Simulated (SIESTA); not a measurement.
**K in SIESTA: the effect of functional**

K, a slab with vacuum:

```
CELL_PARAMETERS angstrom
4.78643 0.00000 0.00000
-2.39321 4.14517 0.00000
0.00000 0.00000 30.51683
ATOMIC_POSITIONS crystal
K 0.00000 0.00000 0.24577
K 0.66667 0.33333 0.37285
K 0.33333 0.66667 0.49994
K 0.66667 0.33333 0.62715
K 0.33333 0.66667 0.75423
```

The slab is cut from a database's or a generator's crystal, which needn't be the stable form of the element.

Alike in all runs:

| Item | Value |
| --- | --- |
| Program | SIESTA 5.4.2 |
| Task | single point |
| Potentials or basis | PseudoDojo 0.4 standard (PBE files) |
| Basis | DZP (energy shift 0.003 Ry; two zetas on semicore shells; d shell added on K) |
| Grid cutoff | 800 Ry |
| Energy shift | 0.003 Ry |
| k mesh | 7 × 7 × 1 |
| Occupations | fermi-dirac, width 0.05 eV |
| Spin | no spin polarisation |

```tsv
functional	largest force (eV/Å)
PBE	0.03
vdW-DF	?
vdW-DF2	0.03
optB88-vdW	0.04
vdW-DF-C09	0.04
vdW-DF-cx	0.02
VV10	0.06
```

Problem. What does the run with functional vdW-DF give?

Solution. Largest force 0.01 eV/Å.

Caveats: the potentials were made for another functional, which shifts forces and pressure (some runs); the non-local part is tabulated coarsely and may be off by about a percent (some runs).
